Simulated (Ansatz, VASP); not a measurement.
# MgS: VASP beside Ansatz

INCAR

```
PREC = Accurate
ENCUT = 520
EDIFF = 1E-7
ISMEAR = -1
SIGMA = 0.05
LREAL = False
LASPH = True
NELM = 100
ALGO = Normal
ISIF = 2
LWAVE = False
LCHARG = False
GGA = PS
NBANDS = 16
```

Contents of KPOINTS:

```
regular mesh
0
Gamma
  8 8 4
```

File POSCAR:

```
MgS
1.0
    4.0877156323      0.0000000000      0.0000000000
   -2.0438578162      3.5400655811      0.0000000000
    0.0000000000      0.0000000000      6.5169393366
S Mg
2 2
Direct
    0.6666666667      0.3333333333      0.8792441500
    0.3333333333      0.6666666667      0.3792441500
    0.3333333333      0.6666666667      0.9957548500
    0.6666666667      0.3333333333      0.4957548500
```

The input input.yaml:

```yaml
crystal:
  lattice:
    - [4.0877156323, 0.0, 0.0]
    - [-2.0438578162, 3.5400655811, 0.0]
    - [0.0, 0.0, 6.5169393366]
  atoms:
    - { symbol: S, position: [0.6666666667, 0.3333333333, 0.87924415] }
    - { symbol: S, position: [0.3333333333, 0.6666666667, 0.37924415] }
    - { symbol: Mg, position: [0.3333333333, 0.6666666667, 0.99575485] }
    - { symbol: Mg, position: [0.6666666667, 0.3333333333, 0.49575485] }
hamiltonian:
  xc: pbesol
  pseudopotentials: { kind: paw }
kpoints:
  mp_grid: { grid: [8, 8, 4] }
scf:
  occupations: { method: fermi_dirac, width: 0.05 }
output:
  forces: true
  stress: true
  eigenvalues: true
```

Change from the starting cell: volume scaled by 1.04.

Alike in both runs: task single point; functional PBEsol; k mesh 8 × 8 × 4; occupations fermi-dirac, width 0.05 eV; no spin polarisation.

|  | VASP | Ansatz |
| --- | --- | --- |
| version | VASP 6.6.1 | Ansatz 0.2.0 |
| potentials or method | VASP PAW PBE potentials, release 64 (S, Mg) | Ansatz PAW |
| plane-wave cutoff (eV) | 520 | 420 |
| valence electrons in the cell | 16 | 32 |

Ansatz gave:

| Quantity | Value |
| --- | --- |
| gap on the k mesh at the Fermi level (eV) | 3.08 |
| least direct gap on the mesh (eV) | 3.08 |
| pressure (GPa) | -2.4 |
| largest component of the traceless stress (GPa) | 0.12 |
| rms of the force components (eV/Å) | 0.028 |

What did VASP give for the same quantities?

gap on the k mesh at the Fermi level (eV): 3.08; least direct gap on the mesh (eV): 3.08; pressure (GPa): -2.5; largest component of the traceless stress (GPa): 0.11; rms of the force components (eV/Å): 0.028.

Atom by atom the forces differ by 0.000 eV/Å (rms over components). The two sets of potentials don't hold the same shells in valence.

Caveats: the PAW data sets were made with another functional, which shifts forces and pressure a little (VASP); the PAW data sets come from PBE, with cores solved anew for the run's functional, which leaves a small shift of forces and pressure (Ansatz).
